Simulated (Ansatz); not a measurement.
# MgO (Fm-3m) in Ansatz: notebook

Runs on MgO. Level: LDA. Tasks: band structure, single point, equation of state.

Everything below comes from runs of Ansatz 0.2.0. Logs are shortened: lines on timing, memory, paths and dates and some standing lists are left out, and cuts for length are marked.

**The experiment to reproduce.**

From “Electronic structure of alkaline earth and post-transition metal oxides”, 2009, arxiv:0908.1581, for a bulk crystal of MgO: band gap 7.83 eV.

The runs below are set against these values where they give the same quantity.

## (1) The crystal as given

It takes space group Fm-3m (No. 225, cubic). Conventional cell: a = 4.194 Å, b = 4.194 Å, c = 4.194 Å, α = 90.00°, β = 90.00°, γ = 90.00°. Mg (site symmetry m-3m) has 6 O at 2.10 Å as nearest neighbours. O (site symmetry m-3m) has 6 Mg at 2.10 Å as nearest neighbours.

The cell is a database's computed one.

## (2) Band structure, LDA

Input file input.yaml:

```yaml
crystal:
  lattice:
    - [0.0, 2.0970013927, 2.0970013927]
    - [2.0970013927, 0.0, 2.0970013927]
    - [2.0970013927, 2.0970013927, 0.0]
  atoms:
    - { symbol: Mg, position: [0.0, 0.0, 0.0] }
    - { symbol: O, position: [0.5, 0.5, 0.5] }
kpoints:
  mp_grid: { grid: [11, 11, 11] }
  band_path:
    path:
      - [0.0, 0.0, 0.0]
      - [0.5, 0.0, 0.5]
      - [0.5, 0.25, 0.75]
      - [0.375, 0.375, 0.75]
      - [0.0, 0.0, 0.0]
      - [0.5, 0.5, 0.5]
      - [0.625, 0.25, 0.625]
      - [0.5, 0.25, 0.75]
    npoints: 6
scf:
  occupations: { method: fermi_dirac, width: 0.05 }
hamiltonian:
  xc: lda
  pseudopotentials: { kind: all_electron, lapw: { basis_error: 0.001 } }
output:
  forces: true
  stress: true
  eigenvalues: true
```

Potentials or basis: all-electron LAPW, scalar-relativistic.

On the command line:

```sh
$ ansatz run input.yaml --threads 1 --pin off --max-ram 3072MiB --backend cpu --events-out ev --progress --plain --runs-dir out
```

Log:

```text
Warning: RAYON_NUM_THREADS=1 ignored (pool sized by the plan → 1); use --threads N
LAPW: plane waves up to 9.105 Å⁻¹, error target 1.0e-3 eV per atom; small_component_spin mean_spin; O in spheres of 1.029 Å, 8 of its electrons in bands, Dirac shells []; Mg in spheres of 1.068 Å, 10 of its electrons in bands, Dirac shells [] (how accurate: hamiltonian.pseudopotentials.lapw.basis_error, Limitations)
Engine: ansatz 0.2.0, x86_64-unknown-linux-gnu
Pseudopotentials: kind: all_electron
Pseudopotential: Mg, LAPW, valence charge 10, lapw/all_electron/scalar/gaussian/Mg, Koelling and Harmon's equation, gaussian nucleus
Pseudopotential: O, LAPW, valence charge 8, lapw/all_electron/scalar/gaussian/O, Koelling and Harmon's equation, gaussian nucleus
Functional definition: SPW92
  exchange = slater_x
  correlation = pw_c
Crystal: 2 atoms, lattice volume = 18.443 Å³
Basis set: ecut = 315.8435888113691 eV, 259 PW (Γ), exchange–correlation at level 2
Bands: 13, of which v1, the nominal top of the filled ones, is band 9 counted from 1 (8 counted from 0)
Symmetry: 48 space group operations
Space group: Fm-3m (ITA 225), of the structure as read, at distance tolerance 2.6e-5 Å
k-points: 56 of 1331
Non-local potential: Mg, projectors of the file, none
Non-local potential: O, projectors of the file, none
Initial density: superposition of atomic densities (chi_scale 0.1, normalization cell, long waves kept (reshape's long-wave potential 0.00 eV rms))
Initial wavefunctions: plane waves of lowest kinetic energy (no species holds an atomic orbital)
Functional: x = slater, c = lda
iter 1 solved again at ethr=1.24e-2 eV; its pass at ethr=1.00e-1 eV (dr2=2.22e0 eV) is discarded
SCF iter   1: F=—  HF=-7470.254675 eV  |F-HF|=—  |Δ(HF+E_count)|=         —  Δρ=1.06e-1  dr2=2.22e0  ethr=1.24e-2  ⟨swp⟩=2.0  Hψ=4792  notcnv=0
preconditioner: auto → none  [insulator: Δε(μ)=6.808 eV  Ē_g=20.222 eV  σ=0.050 eV  W_gap=1.00  n_scr=8 (ndim 8)  ℏωp=24.5 eV  f_vac=0.000  D(μ)=0.00/eV (n_scr^D=0)  ε∞_Penn≈2.5]
iter 2 solved again at ethr=2.61e-4 eV; its pass at ethr=1.23e-2 eV (dr2=4.70e-2 eV) is discarded
SCF iter   2: F=—  HF=-7469.031819 eV  |F-HF|=—  |Δ(HF+E_count)|=    1.22e0  Δρ=2.16e-2  dr2=4.70e-2  ethr=2.61e-4  ⟨swp⟩=2.2  Hψ=3872  notcnv=0
SCF iter   3: F=—  HF=-7468.707428 eV  |F-HF|=—  |Δ(HF+E_count)|=   3.24e-1  Δρ=1.59e-2  dr2=5.03e-2  ethr=2.61e-4  ⟨swp⟩=3.0  Hψ=2363  notcnv=0
SCF iter   4: F=—  HF=-7468.691990 eV  |F-HF|=—  |Δ(HF+E_count)|=         —  Δρ=7.37e-4  dr2=6.82e-5  ethr=2.61e-4  ⟨swp⟩=2.0  Hψ=2137  notcnv=0
the basis was enlarged: its passes take 25.1 KiB over the memory plan, 1 of 1 planned eigensolver slots
SCF iter   5: F=—  HF=-7468.691912 eV  |F-HF|=—  |Δ(HF+E_count)|=   7.85e-5  Δρ=8.69e-5  dr2=4.31e-7  ethr=3.79e-7  ⟨swp⟩=2.8  Hψ=2034  notcnv=0
SCF iter   6: F=—  HF=-7468.691912 eV  |F-HF|=—  |Δ(HF+E_count)|=   1.55e-7  Δρ=9.34e-6  dr2=9.17e-9  ethr=2.40e-9  ⟨swp⟩=3.0  Hψ=2093  notcnv=0
SCF iter   7: F=-7468.691912 eV  HF=-7468.691912 eV  |F-HF|=3.47e-10  |Δ(HF+E_count)|=   2.40e-7  Δρ=1.50e-6  dr2=2.74e-10  ethr=5.10e-11  ⟨swp⟩=2.9  Hψ=2040  notcnv=0
SCF 1 converged in 7 iterations: F = -7468.691912 eV  dr2 = 2.74e-10
NSCF: frozen V_eff on 43 k-points
SCF converged after 7 iterations
Free energy (F): -7468.691912 eV
Harris-Foulkes:  -7468.691912 eV  (|F-HF|=3.47e-10)
Internal energy: -7468.691912 eV  (E = F + TS)
E sigma→0 (E₀):  -7468.691912 eV
Fermi energy:    10.094998 eV
--- Per-component energies (eV) ---
  E_band       = -1280.491925
  E_kinetic    = 7461.009310
  E_xc         = -648.232965
  E_electrostatic = -14281.468256  (all electrons and nuclei)
  E_smearing   = -0.000000  (= −TS)
  E_closure    = 0.000000  (closes the sum)
  E_atoms      = -7455.442957  (free atoms, spherical and without spin; not in F)
  Σ components = -7468.691912   (vs F -7468.691912, Δ=0.00e0)
  Basis errors (estimates in eV, not in F): energy 3.7e-4 per atom: plane waves 3.4e-4 (1.9e-4 summed), levels above the bands 5.9e-129, relativity 4.7e-9, radial functions 2.9e-5, core shells 4.5e-12; eigenvalues (radial functions only) 1.6e-5; not estimated: angular momenta, meshes, grids; target (lapw.basis_error) 1.0e-3; muffin-tin radii O 1.029 Å, Mg 1.068 Å
--- Forces (eV/Å), atoms counted from 1 ---
  atom   1  Mg    -0.00000000     0.00000000     0.00000000
  atom   2  O      0.00000000    -0.00000000     0.00000000
  max |Σ_I F_I| component: 1.09e-30 eV/Å
--- Stress (GPa, compression-positive) ---
       -3.854368       0.000000      -0.000000
        0.000000      -3.854368       0.000000
       -0.000000       0.000000      -3.854368
  P = ⅓ Tr σ = -3.8544 GPa (-38.544 kbar)
--- Band table (eV; the first three rows and the last of 56) ---
  k-point 0: bands = ["-491.5738", "-63.7876", "-31.1782", "-31.1782", "-31.1782", "-9.4227", "7.6427", "7.6427", "7.6427", "12.4272", "23.2587", "23.2587", "23.2587"]
  k-point 1: bands = ["-491.5738", "-63.7868", "-31.1858", "-31.1790", "-31.1790", "-9.3268", "7.0845", "7.5843", "7.5843", "12.9544", "22.1841", "23.4621", "23.4621"]
  k-point 2: bands = ["-491.5738", "-63.7846", "-31.2062", "-31.1810", "-31.1810", "-9.0583", "5.8930", "7.4319", "7.4319", "14.0142", "20.7542", "23.9132", "23.9132"]
  k-point 55: bands = ["-491.5738", "-63.7742", "-31.2369", "-31.2332", "-31.2093", "-7.7146", "4.4670", "4.6786", "5.9620", "18.7701", "19.4599", "19.6938", "23.3601"]
```

Run time: 5.3 s. Hardware: 1 thread of Intel Xeon Platinum 8375C at 2.90GHz (Ice Lake), shared host; peak memory 0.32 GiB.

Results:

| Property | Result |
| --- | --- |
| Free energy | -7468.6919 eV |
| Pressure | -3.9 GPa |
| Band gap on the k mesh | 4.78 eV, direct |
| Band gap along the path | 4.78 eV, direct |

Levels at the corners of the path, in eV from the valence-band top:
| point | band 6 | band 7 | band 8 | band 9 | band 10 | band 11 | band 12 | band 13 |
| --- | --- | --- | --- | --- | --- | --- | --- | --- |
| Γ | -17.07 | 0.00 | 0.00 | 0.00 | 4.78 | 15.62 | 15.62 | 15.62 |
| X | -15.42 | -4.17 | -1.38 | -1.38 | 8.93 | 9.85 | 13.03 | 18.84 |
| W | -15.35 | -3.03 | -3.03 | -1.83 | 11.54 | 11.54 | 12.04 | 15.44 |
| K | -15.38 | -3.57 | -2.79 | -1.18 | 9.95 | 11.66 | 12.45 | 17.98 |
| Γ | -17.07 | 0.00 | 0.00 | 0.00 | 4.78 | 15.62 | 15.62 | 15.62 |
| L | -15.65 | -4.75 | -0.68 | -0.68 | 7.83 | 12.55 | 16.15 | 16.15 |
| U | -15.38 | -3.57 | -2.79 | -1.18 | 9.95 | 11.66 | 12.45 | 17.98 |
| W | -15.35 | -3.03 | -3.03 | -1.83 | 11.54 | 11.54 | 12.04 | 15.44 |

## (3) Single point, LDA, 8.67 Å³/atom (volume scaled by 0.94)

Input file input.yaml:

```yaml
crystal:
  lattice:
    - [0.0, 2.0541934342, 2.0541934342]
    - [2.0541934342, 0.0, 2.0541934342]
    - [2.0541934342, 2.0541934342, 0.0]
  atoms:
    - { symbol: Mg, position: [0.0, 0.0, 0.0] }
    - { symbol: O, position: [0.5, 0.5, 0.5] }
kpoints:
  mp_grid: { grid: [11, 11, 11] }
scf:
  occupations: { method: tetrahedron }
hamiltonian:
  xc: lda
  pseudopotentials: { kind: all_electron, lapw: { basis_error: 0.001 } }
output:
  forces: true
  stress: true
  eigenvalues: true
```

Potentials or basis: all-electron LAPW, scalar-relativistic.

On the command line:

```sh
$ ansatz run input.yaml --threads 1 --pin off --max-ram 3072MiB --backend cpu --events-out ev --progress --plain --runs-dir out
```

Run time: 4.3 s. Hardware: 1 thread of Intel Xeon Platinum 8375C at 2.90GHz (Ice Lake), shared host; peak memory 0.31 GiB.

Results (log left out):

```
Free energy            : -7468.6825 eV
Pressure               : 7.2 GPa
Band gap on the k mesh : 5.42 eV, direct
```

Caveat: with tetrahedron occupations forces and stress needn't match the slope of the energy.

## (4) Single point, LDA, 8.85 Å³/atom (volume scaled by 0.96)

input.yaml: that of step 3 with these lines changed.

```diff
@@ -2,5 +2,5 @@
   lattice:
-    - [0.0, 2.0541934342, 2.0541934342]
-    - [2.0541934342, 0.0, 2.0541934342]
-    - [2.0541934342, 2.0541934342, 0.0]
+    - [0.0, 2.0686600618, 2.0686600618]
+    - [2.0686600618, 0.0, 2.0686600618]
+    - [2.0686600618, 2.0686600618, 0.0]
   atoms:
```

On the command line:

```sh
$ ansatz run input.yaml --threads 1 --pin off --max-ram 3072MiB --backend cpu --events-out ev --progress --plain --runs-dir out
```

Run time: 4 s. Hardware: 1 thread of Intel Xeon Platinum 8375C at 2.90GHz (Ice Lake), shared host; peak memory 0.31 GiB.

The run converged. Its results:

```yaml
Free_energy: -7468.6942 eV
Pressure: 3.1 GPa
Band_gap_on_the_k_mesh: 5.20 eV, direct
```

Caveat: with tetrahedron occupations forces and stress needn't match the slope of the energy.

## (5) Single point, LDA, 9.04 Å³/atom (volume scaled by 0.98)

input.yaml: that of step 4 with these lines changed.

```diff
@@ -2,5 +2,5 @@
   lattice:
-    - [0.0, 2.0686600618, 2.0686600618]
-    - [2.0686600618, 0.0, 2.0686600618]
-    - [2.0686600618, 2.0686600618, 0.0]
+    - [0.0, 2.0829271338, 2.0829271338]
+    - [2.0829271338, 0.0, 2.0829271338]
+    - [2.0829271338, 2.0829271338, 0.0]
   atoms:
```

On the command line:

```sh
$ ansatz run input.yaml --threads 1 --pin off --max-ram 3072MiB --backend cpu --events-out ev --progress --plain --runs-dir out
```

Run time: 3.9 s. Hardware: 1 thread of Intel Xeon Platinum 8375C at 2.90GHz (Ice Lake), shared host; peak memory 0.31 GiB.

Results (log left out):

```
Free energy            : -7468.6971 eV
Pressure               : -0.6 GPa
Band gap on the k mesh : 4.99 eV, direct
```

Caveat: with tetrahedron occupations forces and stress needn't match the slope of the energy.

## (6) Single point, LDA, 9.22 Å³/atom

input.yaml: that of step 5 with these lines changed.

```diff
@@ -2,5 +2,5 @@
   lattice:
-    - [0.0, 2.0829271338, 2.0829271338]
-    - [2.0829271338, 0.0, 2.0829271338]
-    - [2.0829271338, 2.0829271338, 0.0]
+    - [0.0, 2.0970013927, 2.0970013927]
+    - [2.0970013927, 0.0, 2.0970013927]
+    - [2.0970013927, 2.0970013927, 0.0]
   atoms:
```

Potentials or basis: all-electron LAPW, scalar-relativistic.

On the command line:

```sh
$ ansatz run input.yaml --threads 1 --pin off --max-ram 3072MiB --backend cpu --events-out ev --progress --plain --runs-dir out
```

Wall time 4 s (1 thread of Intel Xeon Platinum 8375C at 2.90GHz (Ice Lake), shared host); peak memory 0.31 GiB.

Results (log left out):

```yaml
Free_energy: -7468.6919 eV
Pressure: -3.9 GPa
Band_gap_on_the_k_mesh: 4.78 eV, direct
```

Caveat: with tetrahedron occupations forces and stress needn't match the slope of the energy.

## (7) Single point, LDA, 9.41 Å³/atom (volume scaled by 1.02)

input.yaml: that of step 6 with these lines changed.

```diff
@@ -2,5 +2,5 @@
   lattice:
-    - [0.0, 2.0970013927, 2.0970013927]
-    - [2.0970013927, 0.0, 2.0970013927]
-    - [2.0970013927, 2.0970013927, 0.0]
+    - [0.0, 2.1108892239, 2.1108892239]
+    - [2.1108892239, 0.0, 2.1108892239]
+    - [2.1108892239, 2.1108892239, 0.0]
   atoms:
```

On the command line:

```sh
$ ansatz run input.yaml --threads 1 --pin off --max-ram 3072MiB --backend cpu --events-out ev --progress --plain --runs-dir out
```

It took 3.9 s on 1 thread of Intel Xeon Platinum 8375C at 2.90GHz (Ice Lake), shared host; peak memory 0.31 GiB.

The run converged. Its results:

- Free energy: -7468.6796 eV
- Pressure: -6.8 GPa
- Band gap on the k mesh: 4.59 eV, direct

Caveat: with tetrahedron occupations forces and stress needn't match the slope of the energy.

## (8) Single point, LDA, 9.59 Å³/atom (volume scaled by 1.04)

input.yaml: that of step 7 with these lines changed.

```diff
@@ -2,5 +2,5 @@
   lattice:
-    - [0.0, 2.1108892239, 2.1108892239]
-    - [2.1108892239, 0.0, 2.1108892239]
-    - [2.1108892239, 2.1108892239, 0.0]
+    - [0.0, 2.1245966808, 2.1245966808]
+    - [2.1245966808, 0.0, 2.1245966808]
+    - [2.1245966808, 2.1245966808, 0.0]
   atoms:
```

On the command line:

```sh
$ ansatz run input.yaml --threads 1 --pin off --max-ram 3072MiB --backend cpu --events-out ev --progress --plain --runs-dir out
```

Run time: 4 s. Hardware: 1 thread of Intel Xeon Platinum 8375C at 2.90GHz (Ice Lake), shared host; peak memory 0.31 GiB.

Results (log left out):

- Free energy: -7468.6607 eV
- Pressure: -9.5 GPa
- Band gap on the k mesh: 4.41 eV, direct

Caveat: with tetrahedron occupations forces and stress needn't match the slope of the energy.

## (9) Single point, LDA, 9.77 Å³/atom (volume scaled by 1.06)

input.yaml: that of step 8 with these lines changed.

```diff
@@ -2,5 +2,5 @@
   lattice:
-    - [0.0, 2.1245966808, 2.1245966808]
-    - [2.1245966808, 0.0, 2.1245966808]
-    - [2.1245966808, 2.1245966808, 0.0]
+    - [0.0, 2.1381295086, 2.1381295086]
+    - [2.1381295086, 0.0, 2.1381295086]
+    - [2.1381295086, 2.1381295086, 0.0]
   atoms:
```

Potentials or basis: all-electron LAPW, scalar-relativistic.

On the command line:

```sh
$ ansatz run input.yaml --threads 1 --pin off --max-ram 3072MiB --backend cpu --events-out ev --progress --plain --runs-dir out
```

Run time: 3.8 s. Hardware: 1 thread of Intel Xeon Platinum 8375C at 2.90GHz (Ice Lake), shared host; peak memory 0.31 GiB.

Results (log left out):

* Free energy: -7468.6360 eV
* Pressure: -11.9 GPa
* Band gap on the k mesh: 4.23 eV, direct

Caveat: with tetrahedron occupations forces and stress needn't match the slope of the energy.

## (10) Equation of state, LDA

This step only gathers the single runs of the series.

What came out:

| Property | Result |
| --- | --- |
| Equilibrium volume | 9.01 Å³/atom |
| Bulk modulus | 172 GPa |
| Pressure derivative of the bulk modulus | 4.1 |

Energy against volume, from the lowest point:
| volume (Å³/atom) | energy (meV/atom) |
| --- | --- |
| 8.668 | 7.27 |
| 8.853 | 1.42 |
| 9.037 | 0.00 |
| 9.221 | 2.58 |
| 9.406 | 8.76 |
| 9.590 | 18.18 |
| 9.775 | 30.52 |

Caveat: with tetrahedron occupations forces and stress needn't match the slope of the energy.

## (11) Against experiment

Step 2. A measured gap of MgO is 7.83 eV (quoted in “Electronic structure of alkaline earth and post-transition metal oxides”, 2009, arxiv:0908.1581); the calculated 4.78 eV misses it by -3.05 eV. The value is that of LDA, without temperature or zero-point motion. Semilocal functionals fall short of measured gaps as a rule. The cell is a database's relaxed one, not the measured one, which moves gaps too.
